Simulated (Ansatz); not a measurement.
# PbF2: how the settings move a single-point run

Question: which choices in the input matter for PbF2? The cell is built on a prototype (rutile) and needn't be the phase found in nature.

Method: reference: DFT, HSE06, plane waves, PAW, in Ansatz 0.2.0.

2 further runs of the same task are left out: 2 that didn't finish.

## (1) The starting structure

The structure is tetragonal, space group P4_2/mnm (No. 136). The conventional cell has a = 5.578 Å, b = 5.578 Å, c = 3.940 Å, α = 90.00°, β = 90.00°, γ = 90.00°. Pb (site symmetry mmm) has 6 F at 2.44 to 2.48 Å as nearest neighbours. Around F (site symmetry m2m) lie 3 Pb at 2.44 to 2.48 Å.

Structure file:

```cif
data_structure
_symmetry_space_group_name_H-M 'P 1'
_symmetry_Int_Tables_number 1
_cell_length_a 5.5782
_cell_length_b 5.5782
_cell_length_c 3.9399
_cell_angle_alpha 90.000
_cell_angle_beta 90.000
_cell_angle_gamma 90.000
_cell_volume 122.60
loop_
_atom_site_label
_atom_site_type_symbol
_atom_site_fract_x
_atom_site_fract_y
_atom_site_fract_z
_atom_site_occupancy
Pb1 Pb 0.00000 0.00000 0.00000 1
Pb2 Pb 0.50000 0.50000 0.50000 1
F1 F 0.30923 0.30923 0.00000 1
F2 F 0.19077 0.80923 0.50000 1
F3 F 0.80923 0.19077 0.50000 1
F4 F 0.69077 0.69077 0.00000 1
```

## (2) Reference

The input, input.yaml:

```yaml
crystal:
  lattice:
    - [5.5782091968, 0.0, 0.0]
    - [0.0, 5.5782091968, 0.0]
    - [0.0, 0.0, 3.9398845654]
  atoms:
    - { symbol: Pb, position: [0.0, 0.0, 0.0] }
    - { symbol: Pb, position: [0.5, 0.5, 0.5] }
    - { symbol: F, position: [0.3092282397, 0.3092282397, 0.0] }
    - { symbol: F, position: [0.1907717603, 0.8092282397, 0.5] }
    - { symbol: F, position: [0.8092282397, 0.1907717603, 0.5] }
    - { symbol: F, position: [0.6907717603, 0.6907717603, 0.0] }
kpoints:
  mp_grid: { grid: [2, 2, 4] }
hamiltonian:
  xc: hse06
scf:
  occupations: { method: fixed }
  n_extra_bands: 5
output:
  forces: true
  stress: true
  eigenvalues: true
  write_density: true
  write_potential: true
  elf: true
  volumetric_format: npy
```

On the command line:

```bash
$ ansatz run input.yaml --threads 4 --pin off --max-ram 4608MiB --backend cpu --events-out ev --progress --plain --runs-dir out
```

## (3) Variant: exchange pbe, correlation pbe, coeff 0.5, omega 0.3

Edit input.yaml of step 2 so:

```diff
@@ -15,3 +15,3 @@
 hamiltonian:
-  xc: hse06
+  xc: { exchange: pbe, correlation: pbe, exx: { coeff: 0.5, omega: 0.3 } }
 scf:
@@ -23,5 +23 @@
   eigenvalues: true
-  write_density: true
-  write_potential: true
-  elf: true
-  volumetric_format: npy
```

## (4) Variant: exchange pbe, correlation pbe, coeff 0.5, omega 0.5

Edit input.yaml of step 2 so:

```diff
@@ -15,3 +15,3 @@
 hamiltonian:
-  xc: hse06
+  xc: { exchange: pbe, correlation: pbe, exx: { coeff: 0.5, omega: 0.5 } }
 scf:
@@ -23,5 +23 @@
   eigenvalues: true
-  write_density: true
-  write_potential: true
-  elf: true
-  volumetric_format: npy
```

## (5) Changed: occupations.method fermi_dirac, occupations.width 0.05

Edit input.yaml of step 2 so:

```diff
@@ -17,3 +17,3 @@
 scf:
-  occupations: { method: fixed }
+  occupations: { method: fermi_dirac, width: 0.05 }
   n_extra_bands: 5
@@ -23,5 +23 @@
   eigenvalues: true
-  write_density: true
-  write_potential: true
-  elf: true
-  volumetric_format: npy
```

**Question.** What will these runs give? Wanted: for each run, ending; energy change; pressure; gap; force.

The runs gave:

| run | ending | energy change | pressure (GPa) | gap (eV) | force (eV/Å) | cycles | time |
| --- | --- | --- | --- | --- | --- | --- | --- |
| reference | converged | 0 | 0.9 | 4.85 | 0.01 | 13 | 20 s |
| 1: exchange pbe, correlation pbe, coeff 0.5, omega 0.3 | converged | not comparable | -0.1 | 5.55 | 0.01 | 18 | 25 s |
| 2: exchange pbe, correlation pbe, coeff 0.5, omega 0.5 | converged | not comparable | 0.0 | 4.89 | 0.01 | 16 | 24 s |
| 3: occupations.method fermi_dirac, occupations.width 0.05 | converged | 0.0 meV/atom (σ→0) | 0.9 | 4.85 | 0.01 | 15 | 20 s |

Times don't compare one to one where runs were asked for different outputs or read a saved state (see the inputs); cycles may leave out searches for a lower state.

Residual by cycle in the longest SCF loop of each run; runs are numbered as in the table. The quantity is the density residual dr2, in eV.

| cycle | reference | run 1 | run 2 | run 3 |
| --- | --- | --- | --- | --- |
| 1 | 0.151 | 3.8e-5 | 0.421 | 1.6e-6 |
| 2 | 0.0268 | 1.0e-5 | 0.0658 | 1.6e-7 |
| 3 | 0.00597 | 9.8e-7 | 0.0187 | 5.3e-8 |
| 4 | 9.1e-4 | 3.2e-8 | 0.00304 | 1.4e-8 |
| 5 | 5.4e-4 | 4.6e-8 | 0.00293 | 1.6e-9 |
| 6 | 1.4e-6 | 3.2e-9 | 7.2e-6 | 1.5e-8 |
| 7 | - | 2.7e-10 | - | 2.7e-11 |

**Reading.** «occupations.method fermi_dirac, occupations.width 0.05» leaves the energy as it was. The gap of the reference lacks spin-orbit coupling, though the cell holds Pb.
